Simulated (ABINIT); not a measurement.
# TePb (Fm-3m) in ABINIT: further runs

The runs below take TePb through relaxation of cell and atoms, single point, with PBE, PBEsol.

Program: ABINIT 10.8.3 (patched build). These are calculated values, not measurements. Logs are shortened: lines on timing, memory, paths and dates and some standing lists are left out, and cuts for length are marked. The log counts tension as positive stress, the text compression.

**1. The crystal as given**

The structure is cubic, space group Fm-3m (No. 225). Conventional cell: a = 6.462 Å, b = 6.462 Å, c = 6.462 Å, α = 90.00°, β = 90.00°, γ = 90.00°. Around Pb (site symmetry m-3m) lie 6 Te at 3.23 Å. Around Te (site symmetry m-3m) lie 6 Pb at 3.23 Å.

**2. Relaxation of cell and atoms, PBE**

run.abi reads:

```
# Pseudopotentials
pp_dirpath "./"
pseudos "Pb.GGA_PBE-JTH.xml, Te.GGA_PBE-JTH.xml"

# Structure
acell 8.6347709725 8.6347709725 8.6347709725
rprim
     0.0000000000     0.7071067812     0.7071067812
     0.7071067812     0.0000000000     0.7071067812
     0.7071067812     0.7071067812     0.0000000000
ntypat 2
znucl 82 52
natom 2
typat 1 2
chkprim 0
chksymtnons 0
tolsym 1.0e-6
xred
            0.0            0.0            0.0
            1/2            1/2            1/2

# Plane-wave basis
ecut 598.650497 eV
pawecutdg 44.0
ecutsm 0.5

# k points
kptopt 1
ngkpt 5 5 5
nshiftk 1
shiftk 0.0 0.0 0.0

# Exchange and correlation
ixc 11

# Bands and occupations
nband 14
occopt 3
tsmear 0.05 eV

# SCF cycle
nstep 80
tolvrs 1.0e-10

# Output
iomode 3
prteig 0
prtebands 0
prtwf 0
prtden 0

# Relaxation
ionmov 2
optcell 2
ntime 50
tolmxf 2.0e-5
dilatmx 1.08
```

Potentials or basis: JTH PAW PBE v2.0.

Run with:

```console
$ abinit run.abi > log 2>&1
```

run.abo:

```text
.Version 10.8.3 of ABINIT
 Symmetries : space group Fm -3 m (#225); Bravais cF (face-center cubic)
================================================================================
 Values of the parameters that define the memory need of the present run
     intxc =       0    ionmov =       2      iscf =      17    lmnmax =      18
     lnmax =       6     mgfft =      40  mpssoang =       3    mqgrid =    3001
     natom =       2  nloc_mem =       2    nspden =       1   nspinor =       1
    nsppol =       1      nsym =      48    n1xccc =       1    ntypat =       2
    occopt =       3   xclevel =       2
       mpw =        2842          nfft =       64000          nkpt =          10
 PAW method is used; the additional fine FFT grid is defined by:
   mgfftf=        60    nfftf =    216000
================================================================================
================================================================================

--------------------------------------------------------------------------------
------------- Echo of variables that govern the present computation ------------
--------------------------------------------------------------------------------
 -outvars: echo values of preprocessed input variables --------
            acell      8.6347709725E+00  8.6347709725E+00  8.6347709725E+00 Bohr
              amu      2.07200000E+02  1.27600000E+02
          chkprim           0
      chksymtnons           0
          dilatmx      1.08000000E+00
             ecut      2.20000000E+01 Hartree
           ecutsm      5.00000000E-01 Hartree
           ionmov           2
              ixc          11
         kptrlatt        5    0    0      0    5    0      0    0    5
          kptrlen      4.31738549E+01
            natom           2
            nband          14
            ngfft          40      40      40
          ngfftdg          60      60      60
             nkpt          10
            nstep          80
             nsym          48
            ntime          50
           ntypat           2
           occopt           3
          optcell           2
        pawecutdg      4.40000000E+01 Hartree
         pawxcdev           0
           prtden           0
        prtebands           0
           prteig           0
            prtwf           0
            rprim      0.0000000000E+00  7.0710678120E-01  7.0710678120E-01
                       7.0710678120E-01  0.0000000000E+00  7.0710678120E-01
                       7.0710678120E-01  7.0710678120E-01  0.0000000000E+00
          spgroup         225
           tolmxf      2.00000000E-05
           tolsym      1.00000000E-06
           tolvrs      1.00000000E-10
           tsmear      1.83746611E-03 Hartree
            typat      1  2
[... 577 lines left out ...]
       0.500000000000      0.500000000000      0.500000000000
 rms dE/dt=  0.0000E+00; max dE/dt=  0.0000E+00; dE/dt below (all hartree)
    1       0.000000000000      0.000000000000      0.000000000000
    2       0.000000000000      0.000000000000      0.000000000000

 cartesian coordinates (angstrom) at end:
    1      0.00000000000000     0.00000000000000     0.00000000000000
    2      3.28432455904717     3.28432455904716     3.28432455904717

 cartesian forces (hartree/bohr) at end:
    1     -0.00000000000000    -0.00000000000000    -0.00000000000000
    2     -0.00000000000000    -0.00000000000000    -0.00000000000000
 frms,max,avg= 0.0000000E+00 0.0000000E+00   0.000E+00  0.000E+00  0.000E+00 h/b

 cartesian forces (eV/Angstrom) at end:
    1     -0.00000000000000    -0.00000000000000    -0.00000000000000
    2     -0.00000000000000    -0.00000000000000    -0.00000000000000
 frms,max,avg= 0.0000000E+00 0.0000000E+00   0.000E+00  0.000E+00  0.000E+00 e/A
 length scales=  8.777279599521  8.777279599521  8.777279599521 bohr
              =  4.644736334640  4.644736334640  4.644736334640 angstroms
 Fermi (or HOMO) energy (hartree) =  -0.02527   Average Vxc (hartree)=  -0.32329
 Eigenvalues (hartree) for nkpt=  10  k points:
 kpt#   1, nband= 14, wtk=  0.00800, kpt=  0.0000  0.0000  0.0000 (reduced coord)
  -0.65574   -0.65574   -0.65565   -0.65565   -0.65565   -0.47124   -0.25437   -0.08661
  -0.08661   -0.08661    0.10601    0.10601    0.10601    0.17548
      occupation numbers for kpt#   1
   2.00000    2.00000    2.00000    2.00000    2.00000    2.00000    2.00000    2.00000
   2.00000    2.00000    0.00000    0.00000    0.00000    0.00000
 prteigrs : prtvol=0 or 1, do not print more k-points.

--- !EnergyTerms
iteration_state     : {dtset: 1, itime: 5, icycle: 1, }
comment             : Components of total free energy in Hartree
kinetic             :  7.40845298490139E+00
hartree             :  2.25587791146312E+01
xc                  : -6.54523655045509E+00
Ewald energy        : -5.02202676139578E+01
psp_core            :  5.59277436247879E+00
local_psp           : -6.94138131915986E+01
PAW spherical_terms :  2.10642809009724E+01
internal            : -6.95550299930277E+01
'-kT*entropy'       : -3.97030675426990E-08
total_energy        : -6.95550300327308E+01
total_energy_eV     : -1.89268878757145E+03
...

--- !EnergyTermsDC
iteration_state     : {dtset: 1, itime: 5, icycle: 1, }
comment             : '"Double-counting" decomposition of free energy'
band_energy         : -8.71113058903473E+00
Ewald energy        : -5.02202676139578E+01
psp_core            :  5.59277436247879E+00
xc_dc               : -2.34417034278880E+01
PAW spherical_terms :  7.22530280032049E+00
internal            : -6.95550244680813E+01
'-kT*entropy'       : -3.97030675426990E-08
total_energy_dc     : -6.95550245077844E+01
total_energy_dc_eV  : -1.89268863722999E+03
...

--- !EnergyTermsWithPAWCore
iteration_state     : {dtset: 1, itime: 5, icycle: 1, }
comment             : 'Components of total free energy, including PAW core contributions'
Total energy        : -2.76766643006012E+04
Total energy DC     : -2.76766642950763E+04
Total energy (eV)   : -7.53120402284013E+05
Total energy DC (eV): -7.53120402133672E+05
...

 Cartesian components of stress tensor (hartree/bohr^3)
  sigma(1 1)= -6.49274399E-09  sigma(3 2)=  0.00000000E+00
  sigma(2 2)= -6.49274399E-09  sigma(3 1)=  0.00000000E+00
  sigma(3 3)= -6.49274399E-09  sigma(2 1)=  0.00000000E+00

-Cartesian components of stress tensor (GPa)         [Pressure=  1.9102E-04 GPa]
- sigma(1 1)= -1.91023123E-04  sigma(3 2)=  0.00000000E+00
- sigma(2 2)= -1.91023123E-04  sigma(3 1)=  0.00000000E+00
- sigma(3 3)= -1.91023123E-04  sigma(2 1)=  0.00000000E+00

== END DATASET(S) ==============================================================
================================================================================

 -outvars: echo values of variables after computation  --------
            acell      8.7772795995E+00  8.7772795995E+00  8.7772795995E+00 Bohr
           etotal     -6.9555024508E+01
            fcart     -0.0000000000E+00 -0.0000000000E+00 -0.0000000000E+00
                      -0.0000000000E+00 -0.0000000000E+00 -0.0000000000E+00
            rprim      0.0000000000E+00  7.0710678119E-01  7.0710678119E-01
                       7.0710678119E-01  0.0000000000E+00  7.0710678119E-01
                       7.0710678119E-01  7.0710678119E-01  0.0000000000E+00
           strten     -6.4927439865E-09 -6.4927439865E-09 -6.4927439883E-09
                       0.0000000000E+00  0.0000000000E+00  0.0000000000E+00
           xangst      0.0000000000E+00  0.0000000000E+00  0.0000000000E+00
                       3.2843245590E+00  3.2843245590E+00  3.2843245590E+00
             xred      0.0000000000E+00  0.0000000000E+00  0.0000000000E+00
                       5.0000000000E-01  5.0000000000E-01  5.0000000000E-01
 Calculation completed.
```

It took 62 s on 1 thread of Arm Neoverse V2, shared host; peak memory 0.16 GiB.

What came out:

* Free energy: -1892.6886 eV
* Relaxed volume: 35.43 Å³/atom
* Relaxed cell: a = 4.645 Å, b = 4.645 Å, c = 4.645 Å, α = 60.00°, β = 60.00°, γ = 60.00°
* Space group after relaxing (to 0.05 Å): Fm-3m (No. 225)
* Energy gained by relaxing: 10.8 meV/atom
* Ionic steps: 5
* Pressure after relaxing: 0.0 GPa

Step by step:
| step | energy change (eV) | largest force (eV/Å) | pressure (GPa) | volume (Å³) |
| --- | --- | --- | --- | --- |
| 1 | 0.0000 | 0.0000 | 2.12 | 67.46 |
| 2 | -0.0054 | 0.0000 | 1.81 | 67.90 |
| 3 | -0.0214 | 0.0000 | 0.11 | 70.65 |
| 4 | -0.0215 | 0.0000 | 0.01 | 70.84 |
| 5 | -0.0215 | 0.0000 | 0.00 | 70.85 |

Final structure:
```cif
data_structure
_symmetry_space_group_name_H-M 'P 1'
_symmetry_Int_Tables_number 1
_cell_length_a 4.6447
_cell_length_b 4.6447
_cell_length_c 4.6447
_cell_angle_alpha 60.000
_cell_angle_beta 60.000
_cell_angle_gamma 60.000
_cell_volume 70.85
loop_
_atom_site_label
_atom_site_type_symbol
_atom_site_fract_x
_atom_site_fract_y
_atom_site_fract_z
_atom_site_occupancy
Pb1 Pb 0.00000 0.00000 0.00000 1
Te1 Te 0.50000 0.50000 0.50000 1
```

Caveat: this odd mesh misses L, where the gap lies, so gap, dielectric constants and Born charges aren't listed. PBE usually gives volumes a little too large and moduli too small.

**3. Single point, PBE, spin-orbit coupling, no magnetisation**

run.abi reads:

```
# Pseudopotentials
pp_dirpath "./"
pseudos "Pb.GGA_PBE-JTH_sp.xml, Te.GGA_PBE-JTH.xml"

# Structure
acell 8.6347709725 8.6347709725 8.6347709725
rprim
     0.0000000000     0.7071067812     0.7071067812
     0.7071067812     0.0000000000     0.7071067812
     0.7071067812     0.7071067812     0.0000000000
ntypat 2
znucl 82 52
natom 2
typat 1 2
xred
     0.0000000000     0.0000000000     0.0000000000
     0.5000000000     0.5000000000     0.5000000000

# Plane-wave basis
ecut 11.0
pawecutdg 22.0

# k points
kptopt 4
ngkpt 5 5 5
nshiftk 1
shiftk 0.0 0.0 0.0

# Exchange and correlation
ixc 11

# Bands and occupations
nband 18
occopt 3
tsmear 0.00183747

# Spin
nspinor 2
nspden 1
pawspnorb 1

# SCF cycle
nstep 100
tolvrs 1.0e-9

# Output
iomode 3
prtwf 0
prtden 0
prteig 0
prtebands 0
enunit 2
```

Potentials or basis: JTH PAW PBE v2.0 sp.

Run with:

```console
$ abinit run.abi > log 2>&1
```

Run time: 9.6 s. Hardware: 1 thread of Arm Neoverse V2, shared host; peak memory 0.1 GiB.

It converged, with:

| Quantity | Value |
| --- | --- |
| Free energy | -328.1481 eV |
| Pressure | 2.0 GPa |
| Valence electrons inside the program's atomic spheres | Pb 2.59; Te 3.09 |

Levels at points of the mesh, in eV from the Fermi level:
```
           k point  band 7  band 8  band 9  band 10  band 11  band 12  band 13  band 14
(0.00, 0.00, 0.00)   -1.16   -1.16   -1.16    -1.16     2.59     2.59     4.66     4.66
```

Caveat: the cutoff is short for stress, so the pressure is rough; this odd mesh misses L, where the gap lies, so gap, dielectric constants and Born charges aren't listed; this set keeps more shells in the core, which shifts pressures and gaps.

**4. Relaxation of cell and atoms, PBEsol**

run.abi reads:

```
pp_dirpath "./"
pseudos "Pb.upf, Te.upf"

acell 4.56932402 4.56932402 4.56932402 Angstrom
rprim
     0.0000000000     0.7071067812     0.7071067812
     0.7071067812     0.0000000000     0.7071067812
     0.7071067812     0.7071067812     0.0000000000
ntypat 2
znucl 82 52
natom 2
typat 1 2
chkprim 0
chksymtnons 0
tolsym 1.0e-6
xred
            0.0            0.0            0.0
            1/2            1/2            1/2

ecut 40.0
ecutsm 0.5

kptopt 1
ngkpt 5 5 5
nshiftk 1
shiftk 0.0 0.0 0.0

ixc -116133

nband 19
occopt 3
tsmear 0.05 eV

nstep 80
tolvrs 1.0e-12

iomode 3
prteig 0
prtebands 0
prtwf 0
prtden 0

ionmov 2
optcell 2
ntime 50
tolmxf 2.0e-5
dilatmx 1.08
```

Potentials or basis: PseudoDojo NC SR PBEsol v0.4.1 standard.

Run with:

```console
$ abinit run.abi > log 2>&1
```

Wall time 2.4 min (1 thread of Arm Neoverse V1, shared host); peak memory 0.13 GiB.

Results (log left out):

| Quantity | Value |
| --- | --- |
| Free energy | -4761.3347 eV |
| Relaxed volume | 33.45 Å³/atom |
| Relaxed cell | a = 4.557 Å, b = 4.557 Å, c = 4.557 Å, α = 60.00°, β = 60.00°, γ = 60.00° |
| Space group after relaxing (to 0.05 Å) | Fm-3m (No. 225) |
| Energy gained by relaxing | 0.3 meV/atom |
| Ionic steps | 3 |
| Pressure after relaxing | 0.0 GPa |

The path:
| step | energy change (eV) | largest force (eV/Å) | pressure (GPa) | volume (Å³) |
| --- | --- | --- | --- | --- |
| 1 | 0.0000 | 0.0000 | -0.36 | 67.46 |
| 2 | -0.0002 | 0.0000 | -0.31 | 67.38 |
| 3 | -0.0006 | 0.0000 | 0.00 | 66.90 |

Final structure:
```
Pb Te
1.0
     0.00000    3.22209    3.22209
     3.22209    0.00000    3.22209
     3.22209    3.22209    0.00000
Pb Te
1 1
Direct
  0.00000 0.00000 0.00000
  0.50000 0.50000 0.50000
```

Caveat: this odd mesh misses L, where the gap lies, so gap, dielectric constants and Born charges aren't listed.

**5. Single point, PBEsol (cell relaxed)**

run.abi reads:

```
# Pseudopotentials
pp_dirpath "./"
pseudos "Pb.upf, Te.upf"

# Structure
acell 4.5567282845 4.5567282845 4.5567282845 Angstrom
rprim
     0.0000000000     0.7071067812     0.7071067812
     0.7071067812     0.0000000000     0.7071067812
     0.7071067812     0.7071067812     0.0000000000
ntypat 2
znucl 82 52
natom 2
typat 1 2
xred
     0.0000000000     0.0000000000     0.0000000000
     0.5000000000     0.5000000000     0.5000000000
chkprim 0
chksymtnons 0
tolsym 1.0e-6

# Plane-wave basis
ecut 40.0

# k points
kptopt 1
ngkpt 5 5 5
nshiftk 1
shiftk 0.0 0.0 0.0

# Exchange and correlation
ixc -116133

# Bands and occupations
nband 19
occopt 3
tsmear 0.05 eV

# SCF cycle
nstep 100
tolvrs 1.0e-10

# Output
iomode 3
prtwf 0
prtden 0
prteig 0
prtebands 0
enunit 2
```

Run with:

```console
$ abinit run.abi > log 2>&1
```

Wall time 38 s (1 thread of Arm Neoverse V1, shared host); peak memory 0.1 GiB.

The run converged. Its results:

* Free energy: -4761.3347 eV
* Pressure: 0.0 GPa
* Valence electrons inside the program's atomic spheres: Pb 10.04; Te 11.93

Levels at points of the mesh, in eV from the Fermi level:
```tsv
k point	band 11	band 12	band 13	band 14	band 15	band 16	band 17	band 18	band 19
(0.00, 0.00, 0.00)	-12.53	-6.04	-1.78	-1.78	-1.78	3.67	3.67	3.67	5.34
```

Caveat: this odd mesh misses L, where the gap lies, so gap, dielectric constants and Born charges aren't listed.

**6. Single point, PBEsol**

run.abi reads:

```
pp_dirpath "./"
pseudos "Pb.upf, Te.upf"

acell 4.56932402 4.56932402 4.56932402 Angstrom
rprim
     0.0000000000     0.7071067812     0.7071067812
     0.7071067812     0.0000000000     0.7071067812
     0.7071067812     0.7071067812     0.0000000000
ntypat 2
znucl 82 52
natom 2
typat 1 2
xred
     0.0000000000     0.0000000000     0.0000000000
     0.5000000000     0.5000000000     0.5000000000

ecut 925.187132 eV

kptopt 1
ngkpt 5 5 5
nshiftk 1
shiftk 0.0 0.0 0.0

ixc -116133

nband 19
occopt 3
tsmear 0.05 eV

nstep 100
tolvrs 1.0e-10

iomode 3
prtwf 0
prtden 0
prteig 0
prtebands 0
enunit 1
prtvol 2
```

Potentials or basis: PseudoDojo NC SR PBEsol v0.4.1 standard.

Run with:

```console
$ abinit run.abi > log 2>&1
```

It took 31 s on 1 thread of Arm Neoverse V1, shared host; peak memory 0.1 GiB.

The run converged. Its results:

| Property | Result |
| --- | --- |
| Free energy | -4761.3289 eV |
| Pressure | -0.7 GPa |
| Valence electrons inside the program's atomic spheres | Pb 10.06; Te 11.95 |

Levels at points of the mesh, in eV from the Fermi level:
```csv
k point,band 11,band 12,band 13,band 14,band 15,band 16,band 17,band 18,band 19
"(0.00, 0.00, 0.00)",-12.47,-6.06,-1.76,-1.76,-1.76,3.65,3.65,3.65,5.35
```

Caveat: the cutoff is short for stress, so the pressure is rough; this odd mesh misses L, where the gap lies, so gap, dielectric constants and Born charges aren't listed.

**7. Overview**

```tsv
task	level	potentials or basis	spin	cell	cutoff (eV)	cell freedom (optcell)	optimiser (ionmov)	cutoff smearing ecutsm (Ha)	force stop (Ha/bohr)	fine-grid cutoff	pressure (GPa)	relaxed volume (Å³/atom)
relaxation of cell and atoms	PBE	JTH PAW PBE v2.0	off	relaxed	599	2	2	0.5	2e-05	1197.3 eV	0.0	35.43
single point	PBE	JTH PAW PBE v2.0 sp	SOC, no magnetisation	as given	299	-	-	-	-	598.65 eV	2.0	-
relaxation of cell and atoms	PBEsol	PseudoDojo NC SR PBEsol v0.4.1 standard	off	relaxed	1088	2	2	0.5	2e-05	-	0.0	33.45
single point	PBEsol	PseudoDojo NC SR PBEsol v0.4.1 standard	off	cell relaxed	1088	-	-	-	-	-	0.0	-
single point	PBEsol	PseudoDojo NC SR PBEsol v0.4.1 standard	off	as given	925	-	-	-	-	-	-0.7	-
```

Alike in all rows: k mesh 5 × 5 × 5; smearing fermi-dirac 0.05 eV.

Caveats: the cutoff is short for stress, so the pressure is rough (some runs); this set keeps more shells in the core, which shifts pressures and gaps (some runs).

Total energies depend on the potentials used, so only differences within one code and one set of settings carry meaning.
